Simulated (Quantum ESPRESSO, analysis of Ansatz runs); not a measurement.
# Migration in In2O3 (R-3c): V_O hop (2.8 Å), charge 0 (Quantum ESPRESSO), part 2 of 3

How high is the barrier when O changes place in In2O3 (R-3c)? The case: V_O hop (2.8 Å), charge 0, in a cell of 80 host atoms with 1 O taken out.

Quantum ESPRESSO 7.5; Quantum ESPRESSO plane-wave DFT, PBEsol, GBRV 1.5 PBEsol potentials; nudged elastic band between two relaxed defect structures.

So far: The structure; Relaxation of the start point, charge 0.

**3. Relaxation of the end point, charge 0**

Level of this step: Quantum ESPRESSO plane-wave DFT, PBEsol, GBRV 1.5 PBEsol potentials; relaxation of all atoms of a defect supercell (Quantum ESPRESSO).

The end point is relaxed in the same cell and settings, so that the two energies compare. Atoms more than 3.2 Å from the middle of the hop start where the first relaxation left them, the nearer ones on or close to their ideal places, with small random displacements.

pw.in reads:

```
&CONTROL
  calculation = 'relax'
  prefix = 'pwscf'
  outdir = './tmp'
  pseudo_dir = './pseudo'
  tprnfor = .true.
  disk_io = 'low'
  nstep = 70
  forc_conv_thr = 0.0012
  etot_conv_thr = 0.0001
/
&SYSTEM
  ibrav = 0
  nat = 79
  ntyp = 2
  ecutwfc = 36
  ecutrho = 288
  nbnd = 353
  occupations = 'fixed'
  nosym = .true.
/
&ELECTRONS
  conv_thr = 8d-08
  electron_maxstep = 100
  mixing_beta = 0.5
/
&IONS
  ion_dynamics = 'bfgs'
/
ATOMIC_SPECIES
In   114.8180 in_pbesol_v1.4.uspp.F.UPF
O     15.9990 o_pbesol_v1.2.uspp.F.UPF
CELL_PARAMETERS angstrom
   5.4978745703    3.1741994431    9.6511633505
  -5.4978745703    3.1741994431    9.6511633505
   0.0000000000   -6.3483986861    9.6511633503
ATOMIC_POSITIONS crystal
In     0.3202051794    0.3208693703    0.3256723068
In     0.4295349356    0.4300836895    0.4280786480
[... 3 atom lines left out ...]
O      0.3754686887    0.2261214360    0.0227259346
[... 4 atom lines left out ...]
In     0.3213675635    0.3201850921    0.8219662763
In     0.4287493000    0.4287554605    0.9297128150
[... 5 atom lines left out ...]
O      0.4781614276    0.1298953172    0.7719405886
O      0.2740754230    0.4767246411    0.6246616913
[... 4 atom lines left out ...]
In     0.0708093680    0.5709149295    0.0699996513
[... 8 atom lines left out ...]
In     0.1783588352    0.6780169624    0.6793449224
[... 2 atom lines left out ...]
O      0.3757158540    0.7260017506    0.5229826381
O      0.5228999468    0.3758794387    0.7269849295
O      0.4770700600    0.6239566792    0.7734171543
[... 20 atom lines left out ...]
O      0.6244014166    0.2751187901    0.9688571757
[... 13 atom lines left out ...]
In     0.5702641518    0.5720730017    0.5713158323
[... 5 atom lines left out ...]
O      0.6252040765    0.7736097853    0.9759701369
K_POINTS gamma
```

Launch:

```sh
OMP_NUM_THREADS=1 mpirun -n 4 pw.x -in pw.in > pw.out
```

Log:

```text
[shortened: banners, details of potentials and solvers, and blank lines are left out]
[banner, memory and clock lines left out]
     gamma-point specific algorithms are used
     one sub-group per band group will be used
     bravais-lattice index     =            0
     lattice parameter (alat)  =      21.8300  a.u.
     unit-cell volume          =    6819.5630 (a.u.)^3
     number of atoms/cell      =           79
     number of atomic types    =            2
     number of electrons       =       698.00
     number of Kohn-Sham states=          353
     kinetic-energy cutoff     =      36.0000  Ry
     charge density cutoff     =     288.0000  Ry
     scf convergence threshold =      8.0E-08
     mixing beta               =       0.5000
     number of iterations used =            8  plain     mixing
     energy convergence thresh.=      1.0E-04
     force convergence thresh. =      1.2E-03
     Exchange-correlation= SLA  PW   PSX  PSC
                           (   1   4  10   8   0   0   0)
     nstep                     =           70
     crystal axes: (cart. coord. in units of alat)
               a(1) = (   0.475927   0.274777   0.835459 )
               a(2) = (  -0.475927   0.274777   0.835459 )
               a(3) = (   0.000000  -0.549553   0.835459 )
     PseudoPot. # 1 for In read from file:
     in_pbesol_v1.4.uspp.F.UPF
     Pseudo is Ultrasoft + core correction, Zval = 13.0
[...]
PseudoPot. # 2 for O  read from file:
     o_pbesol_v1.2.uspp.F.UPF
     Pseudo is Ultrasoft + core correction, Zval =  6.0
[...]
atomic species   valence    mass     pseudopotential
     In               13.00   114.81800     In( 1.00)
     O                 6.00    15.99900     O ( 1.00)
     No symmetry found
     site n.     atom                  positions (alat units)
         1        In     tau(   1) = (  -0.0003161  -0.0028220   0.8076772  )
         2        In     tau(   2) = (  -0.0002612   0.0009511   1.0758181  )
         3        In     tau(   3) = (   0.0004674  -0.0004589   0.4502409  )
         4        In     tau(   4) = (  -0.0007326  -0.0007166   0.1781344  )
         5        O      tau(   5) = (  -0.1672933  -0.0146324   0.5222107  )
         6        O      tau(   6) = (   0.0710784   0.1528137   0.5215904  )
         7        O      tau(   7) = (   0.0971822  -0.1370257   0.5224247  )
         8        O      tau(   8) = (   0.1648027   0.0184935   0.7298840  )
[...]
number of k points=     1
                       cart. coord. in units 2pi/alat
        k(    1) = (   0.0000000   0.0000000   0.0000000), wk =   2.0000000
     Dense  grid:   281435 G-vectors     FFT dimensions: ( 120, 120, 120)
     Smooth grid:    99485 G-vectors     FFT dimensions: (  90,  90,  90)
     starting charge     649.9999, renormalised to     698.0000
     Self-consistent Calculation
     iteration #  1     ecut=    36.00 Ry     beta= 0.50
     total energy              =   -5767.00166038 Ry
     estimated scf accuracy    <      40.23610519 Ry
     iteration #  2     ecut=    36.00 Ry     beta= 0.50
     total energy              =   -5778.14425237 Ry
     estimated scf accuracy    <       4.95510593 Ry
     iteration #  3     ecut=    36.00 Ry     beta= 0.50
     total energy              =   -5779.00277240 Ry
     estimated scf accuracy    <       0.24620419 Ry
[...]
estimated scf accuracy    <       0.00001352 Ry
     iteration # 10     ecut=    36.00 Ry     beta= 0.50
     total energy              =   -5779.02409834 Ry
     estimated scf accuracy    <       0.00000107 Ry
[... 113 further cycles ...]
     iteration #  7     ecut=    36.00 Ry     beta= 0.50
     total energy              =   -5779.08105940 Ry
     estimated scf accuracy    <          1.5E-09 Ry
     iteration #  8     ecut=    36.00 Ry     beta= 0.50
     End of self-consistent calculation
          k = 0.0000 0.0000 0.0000 ( 12405 PWs)   bands (ev):
    -8.8013  -8.4101  -8.3594  -8.3261  -8.3240  -8.3026  -8.2360  -8.2173
    -8.2131  -8.2048  -8.2024  -8.1722  -8.0859  -8.0597  -8.0592  -8.0078
    -7.9285  -7.9234  -7.8889  -7.8869  -7.8713  -7.8554  -7.8244  -7.8088
    -7.7982  -7.7950  -7.7915  -7.7853  -7.7758  -7.7676  -7.7586  -7.7529
    -7.7415  -7.7358  -7.7206  -7.7135  -7.7082  -7.7035  -7.7005  -7.6974
    -7.6921  -7.6461  -7.6391  -7.6069  -7.5659  -7.5383  -7.5342  -3.6309
    -3.6238  -3.6009  -3.5788  -3.5780  -3.5670  -3.5576  -3.5537  -3.5500
    -3.5137  -3.5094  -3.4830  -3.4819  -3.4798  -3.4606  -3.4556  -3.4524
[...]
13.0904
     highest occupied, lowest unoccupied level (ev):     9.6321   11.6858
!    total energy              =   -5779.08105940 Ry
     estimated scf accuracy    <          3.9E-10 Ry
     The total energy is the sum of the following terms:
     one-electron contribution =   -1434.16728904 Ry
     hartree contribution      =    1320.33214743 Ry
     xc contribution           =   -1540.94108590 Ry
     ewald contribution        =   -4124.30483190 Ry
     convergence has been achieved in   8 iterations
     Forces acting on atoms (cartesian axes, Ry/au):
     atom    1 type  1   force =    -0.00008591    0.00043911   -0.00050218
     atom    2 type  1   force =    -0.00048260   -0.00066100    0.00025520
     atom    3 type  1   force =    -0.00005165    0.00054401    0.00017755
     atom    4 type  1   force =    -0.00009361    0.00011879    0.00004754
     atom    5 type  2   force =     0.00013855   -0.00014750    0.00026364
     atom    6 type  2   force =     0.00017238   -0.00056793    0.00031057
     atom    7 type  2   force =     0.00052231    0.00059835   -0.00040868
     atom    8 type  2   force =    -0.00010481   -0.00011018   -0.00057949
[...]
Total force =     0.007237     Total SCF correction =     0.000066
     Energy error            =      1.3E-04 Ry
     Gradient error          =      1.6E-03 Ry/Bohr
     number of scf cycles    =  14
     number of bfgs steps    =  13
     energy             old  =   -5779.0809325703 Ry
     energy             new  =   -5779.0810594049 Ry
     CASE: energy            _new < energy            _old
     new trust radius        =       0.0061089040 bohr
     new conv_thr            =       0.0000000010 Ry
ATOMIC_POSITIONS (crystal)
In               0.3205990644        0.3216144365        0.3210798708
In               0.4285648446        0.4294209458        0.4285831497
In               0.1780230939        0.1810308071        0.1790360488
In               0.0718929830        0.0719915936        0.0707981163
O                0.0223060870        0.3768080746        0.2263818631
O                0.3709465058        0.2377680924        0.0179439359
O                0.2267199912        0.0236506344        0.3741340911
O                0.4759101943        0.1269488395        0.2704412383
[...]
Self-consistent Calculation
     iteration #  1     ecut=    36.00 Ry     beta= 0.50
     total energy              =   -5779.08112717 Ry
     estimated scf accuracy    <       0.00005119 Ry
     iteration #  2     ecut=    36.00 Ry     beta= 0.50
     total energy              =   -5779.08113351 Ry
     estimated scf accuracy    <       0.00002299 Ry
     iteration #  3     ecut=    36.00 Ry     beta= 0.50
     total energy              =   -5779.08113869 Ry
     estimated scf accuracy    <       0.00000373 Ry
[...]
estimated scf accuracy    <       0.00000007 Ry
     iteration #  6     ecut=    36.00 Ry     beta= 0.50
     total energy              =   -5779.08113932 Ry
     estimated scf accuracy    <          7.8E-09 Ry
     iteration #  7     ecut=    36.00 Ry     beta= 0.50
     total energy              =   -5779.08113933 Ry
     estimated scf accuracy    <          1.5E-09 Ry
     iteration #  8     ecut=    36.00 Ry     beta= 0.50
     End of self-consistent calculation
          k = 0.0000 0.0000 0.0000 ( 12405 PWs)   bands (ev):
    -8.8016  -8.4106  -8.3612  -8.3252  -8.3231  -8.3016  -8.2395  -8.2177
    -8.2134  -8.2039  -8.2028  -8.1719  -8.0854  -8.0604  -8.0595  -8.0080
    -7.9312  -7.9244  -7.8915  -7.8864  -7.8716  -7.8552  -7.8269  -7.8087
    -7.8015  -7.7957  -7.7934  -7.7870  -7.7768  -7.7675  -7.7582  -7.7499
    -7.7399  -7.7357  -7.7198  -7.7137  -7.7069  -7.7025  -7.6992  -7.6952
    -7.6917  -7.6448  -7.6383  -7.6065  -7.5652  -7.5374  -7.5331  -3.6323
    -3.6253  -3.6020  -3.5803  -3.5790  -3.5682  -3.5590  -3.5546  -3.5514
    -3.5143  -3.5109  -3.4838  -3.4834  -3.4813  -3.4614  -3.4565  -3.4530
[...]
13.0893
     highest occupied, lowest unoccupied level (ev):     9.6319   11.6836
!    total energy              =   -5779.08113933 Ry
     estimated scf accuracy    <          2.6E-10 Ry
     The total energy is the sum of the following terms:
     one-electron contribution =   -1434.18838793 Ry
     hartree contribution      =    1320.34239298 Ry
     xc contribution           =   -1540.94200959 Ry
     ewald contribution        =   -4124.29313480 Ry
     convergence has been achieved in   8 iterations
     Forces acting on atoms (cartesian axes, Ry/au):
     atom    1 type  1   force =    -0.00003714    0.00033355   -0.00020907
     atom    2 type  1   force =     0.00004242   -0.00036648    0.00024424
     atom    3 type  1   force =     0.00035189    0.00025919   -0.00007617
     atom    4 type  1   force =     0.00010521   -0.00027018   -0.00000024
     atom    5 type  2   force =     0.00002017   -0.00029134    0.00031402
     atom    6 type  2   force =     0.00019176   -0.00033245    0.00031973
     atom    7 type  2   force =     0.00029455    0.00036220   -0.00024564
     atom    8 type  2   force =    -0.00024643   -0.00013365   -0.00046966
[...]
Total force =     0.005817     Total SCF correction =     0.000056
     Energy error            =      8.0E-05 Ry
     Gradient error          =      1.1E-03 Ry/Bohr
     bfgs converged in  15 scf cycles and  14 bfgs steps
     (criteria: energy <  1.0E-04 Ry, force <  1.2E-03 Ry/Bohr)
     End of BFGS Geometry Optimization
     Final energy             =   -5779.0811393257 Ry
Begin final coordinates
ATOMIC_POSITIONS (crystal)
In               0.3205990644        0.3216144365        0.3210798708
In               0.4285648446        0.4294209458        0.4285831497
In               0.1780230939        0.1810308071        0.1790360488
In               0.0718929830        0.0719915936        0.0707981163
O                0.0223060870        0.3768080746        0.2263818631
O                0.3709465058        0.2377680924        0.0179439359
O                0.2267199912        0.0236506344        0.3741340911
O                0.4759101943        0.1269488395        0.2704412383
[...]
End final coordinates
```

Wall time 20 min (4 MPI ranks of Arm Neoverse V1, shared host); peak memory 1.6 GiB.

Relaxation path:

```tsv
step	energy less that of the first step (eV)
0	0.0000
1	-0.2658
2	-0.4575
3	-0.6200
4	-0.6739
5	-0.7055
6	-0.7314
7	-0.7430
8	-0.7534
9	-0.7613
10	-0.7670
11	-0.7707
12	-0.7733
13	-0.7750
14	-0.7761
```

The atoms that moved most (Å):

```tsv
atom	dx	dy	dz	length
In24	-0.073	-0.113	0.102	0.169
In53	-0.125	-0.008	0.100	0.160
In33	-0.076	0.116	-0.078	0.159
In11	0.098	0.011	-0.094	0.137
In12	0.104	0.005	0.086	0.135
O59	0.086	-0.046	0.073	0.122
O9	0.007	0.092	-0.070	0.116
O18	0.092	-0.036	-0.059	0.115
```

Neighbours of O37 at the end:

```tsv
atom	distance (Å)
In73	2.141
In53	2.187
In11	2.215
In12	2.245
O6	2.716
O38	2.870
O18	2.970
O19	2.997
```

Read from the output:

```yaml
highest_filled_level: 9.632 eV
lowest_empty_level: 11.68 eV
r_m_s_move_of_the_farther_half_of_the_atoms: 0.02316 Å
largest_move_from_the_ideal_geometry_of_this_structure_a_common_shift_of_the_far_atoms_taken_out: 0.1582 Å
```

The relaxation gained 0.776 eV and ended with a largest force component of 0.030 eV/Å. The end lies within 1 meV of the start.

(Continued in part 3 of 3.)

[Logs are printed without paths, hosts, clocks, repeated set-up lines and the standing remarks that a program may print on its own settings, such as how far it seeks lower states.]

[Hosts, paths, dates, database ids (printed as entryN), source tags and the programs' standing remarks are cut or masked in the printed files.]
